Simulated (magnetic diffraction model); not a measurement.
# Magnetic neutron pattern of NdZnN₂

Space group Amm2 (no. 38), a = 3.9330 Å, b = 4.5770 Å, c = 6.1010 Å.

```
site  atom    x       y       z
  2a    Nd    0     1/2  0.4956
  2b    Zn  1/2     1/2  0.1175
  4e     N  1/2  0.3378  0.8035
```

The compound is invented for this exercise: a known structure type with other elements, its cell scaled to their sizes and not relaxed.

Only Nd is taken to order (form factors of Nd3+); orders and moment sizes are assumed, and not adapted to the symmetry. Radiation: neutrons of λ = 1.909 Å, 1.5° to 80°; isotropic B of 0.44 Å² (Nd), 0.5 Å² (Zn) and 0.74 Å² (N). Simulated constant-wavelength pattern: nuclear and magnetic terms add, the magnetic one as |2.695 fm × Σ f S⊥ exp(2πi Q·r) exp(−B s²)|², summed over all Q at one angle with the factor 1/(sin²θ cos θ). For a modulated order the moment at position r is S exp(−2πi k·r) + c.c., with S = m/2 for a sine wave of amplitude m and S = m(u + iv)/2 for moments turning in a plane, u and v being orthogonal unit vectors in it; the phase factor of the sum at Q = H + k is then exp(2πi H·r). Free-ion form factors, Sears's scattering lengths of 1992, no absorption; a label names one of the reflections at its angle. The strongest nuclear line in the range is 100, and lines under 0.2 are left out.

Assume the order k = (0 0 1/3), a sine wave with moments along [001] (amplitudes given), 2.8 μB on Nd.

Q: Where does magnetic intensity appear, and how strong is it?

```csv
2θ (°),index,nuclear,magnetic
26.97,(0 1 2/3),0.0,4.7
28.09,(1 0 0),56.3,0.0
28.75,(1 0 1/3),0.0,4.9
30.22,(0 1 1),9.5,0.0
34.31,(0 1 4/3),0.0,1.8
36.47,(0 0 2),9.9,0.0
39.33,(1 1 2/3),0.0,4.8
41.73,(1 1 1),100.0,0.0
41.74,(1 0 5/3),0.0,1.1
44.91,(1 1 4/3),0.0,2.8
46.66,(1 0 2),78.5,0.0
49.30,(0 2 0),1.8,0.0
49.71,(0 2 1/3),0.0,1.6
52.00,(1 0 7/3),0.0,0.4
55.60,(0 1 8/3),0.0,0.2
57.70,(1 2 0),11.7,0.0
58.07,(1 2 1/3),0.0,2.2
58.08,(2 0 0),54.5,0.0
58.44,(2 0 1/3),0.0,1.1
58.93,(0 2 5/3),0.0,0.8
61.81,(0 1 3),46.4,0.0
62.85,(0 2 2),30.7,0.0
63.44,(1 1 8/3),0.0,0.7
65.16,(2 1 2/3),0.0,1.6
66.53,(1 2 5/3),0.0,1.3
66.87,(2 1 1),4.4,0.0
66.87,(2 0 5/3),0.0,0.6
67.32,(0 2 7/3),0.0,0.5
69.22,(2 1 4/3),0.0,1.3
69.23,(1 1 3),15.7,0.0
70.22,(1 2 2),20.2,0.0
70.55,(2 0 2),6.0,0.0
74.47,(1 2 7/3),0.0,0.8
74.79,(2 0 7/3),0.0,0.4
75.45,(1 1 10/3),0.0,0.3
77.48,(0 0 4),12.6,0.0
78.73,(0 3 2/3),0.0,0.5
79.58,(2 2 0),1.8,0.0
79.89,(2 2 1/3),0.0,1.1
```

The strongest magnetic line in the range is (1 0 1/3) at 28.75° (4.9). On top of the Lorentz factor, which all lines share, magnetic lines fade with angle because f falls: for Nd3+ it is 0.98, 0.90, 0.79 and 0.54 at sin θ/λ = 0.1, 0.2, 0.3 and 0.5 Å⁻¹, while nuclear lengths stay constant. The order has no net moment.

[Logs are printed without paths, hosts, clocks, repeated set-up lines and the standing remarks that a program may print on its own settings, such as how far it seeks lower states.]
